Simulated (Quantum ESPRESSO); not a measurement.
Something may be wrong with this Quantum ESPRESSO 7.5 calculation of CuI (Marshite).

Contents of pw.in:

```
&CONTROL
  calculation = 'scf'
  prefix = 'pwscf'
  outdir = './tmp'
  pseudo_dir = './pseudo'
  tprnfor = .true.
  tstress = .true.
  disk_io = 'nowf'
  ecutwfc = 50
/
&SYSTEM
  ibrav = 0
  nat = 2
  ntyp = 2
  ecutwfc = 92
  nbnd = 20
  occupations = 'smearing'
  smearing = 'fd'
  degauss = 0.00367493
/
&ELECTRONS
  conv_thr = 4d-10
  electron_maxstep = 60
  mixing_beta = 0.5
/
ATOMIC_SPECIES
I    126.9045 I.upf
Cu    63.5460 Cu.upf
CELL_PARAMETERS angstrom
   0.0000000000    3.0315000000    3.0315000000
   3.0315000000    0.0000000000    3.0315000000
   3.0315000000    3.0315000000    0.0000000000
ATOMIC_POSITIONS crystal
I      0.0000000000    0.0000000000    0.0000000000
Cu     0.7500000000    0.7500000000    0.7500000000
K_POINTS automatic
8 8 8 0 0 0
```

Potentials or basis: PseudoDojo 0.4 FR PBE standard.

Launch:

```console
$ OMP_NUM_THREADS=1 pw.x -in pw.in > pw.out
```

pw.out:

```text
This program is part of the open-source Quantum ESPRESSO suite
     for quantum simulation of materials; please cite
         "P. Giannozzi et al., J. Phys.:Condens. Matter 21 395502 (2009);
         "P. Giannozzi et al., J. Phys.:Condens. Matter 29 465901 (2017);
         "P. Giannozzi et al., J. Chem. Phys. 152 154105 (2020);
     in publications or presentations arising from this work. More details at

 %%%%%%%%%%%%%%%%%%%%%%%%%%%%%%%%%%%%%%%%%%%%%%%%%%%%%%%%%%%%%%%%%%%%%%%%%%%%%%
     Error in routine  read_namelists (1):
      bad line in namelist &control: "  ecutwfc = 50" (error could be in the previous line)
 %%%%%%%%%%%%%%%%%%%%%%%%%%%%%%%%%%%%%%%%%%%%%%%%%%%%%%%%%%%%%%%%%%%%%%%%%%%%%%

     stopping ...
```

Task: What happened, and what is wrong with the input?

Result: The program refused the input. The input holds a flaw that was put in on purpose: key in the wrong namelist (ecutwfc = 50).
